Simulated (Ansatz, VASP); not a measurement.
Ba2O in VASP and in Ansatz

```xyz
6
Lattice="6.0883 0.0000 0.0000 0.0000 6.0883 0.0000 0.0000 0.0000 6.0883" Properties=species:S:1:pos:R:3 pbc="T T T"
Ba    1.5221    1.5221    1.5221
Ba    1.5221    4.5662    4.5662
Ba    4.5662    4.5662    1.5221
Ba    4.5662    1.5221    4.5662
O     0.0000    0.0000    0.0000
O     3.0442    3.0442    3.0442
```

Alike in both runs: task relaxation of cell and atoms; functional PBE; k mesh 6 × 6 × 6; occupations gaussian, width 0.1 eV; no spin polarisation.

|  | VASP | Ansatz |
| --- | --- | --- |
| version | VASP 6.6.1 | Ansatz 0.2.0 |
| potentials or method | VASP PAW PBE potentials, release 64 (Ba_sv, O) | scalar-relativistic, plane waves, PAW |
| plane-wave cutoff (eV) | 600 | 420 |
| valence electrons in the cell | 52 | 52 |

|  | VASP | Ansatz | Ansatz less VASP |
| --- | --- | --- | --- |
| gap on the k mesh at the Fermi level, each at its own relaxed structure (eV) | none | none | - |
| relaxed volume (Å³/atom) | 38.97 | 37.90 | -1.073 |
| relaxed cell length with the largest relative difference (Å) | 6.161 | 6.104 | -0.0571 |
| energy change over the relaxation (meV/atom) | -4 | 0 | +3.9 |

A gap of «none» marks a metal or a gap that the smearing closes.

Spin-orbit coupling is left out, which matters for the levels of Ba. Zero-point motion and thermal expansion aren't in these numbers. PBE usually gives volumes a little too large and moduli too small.
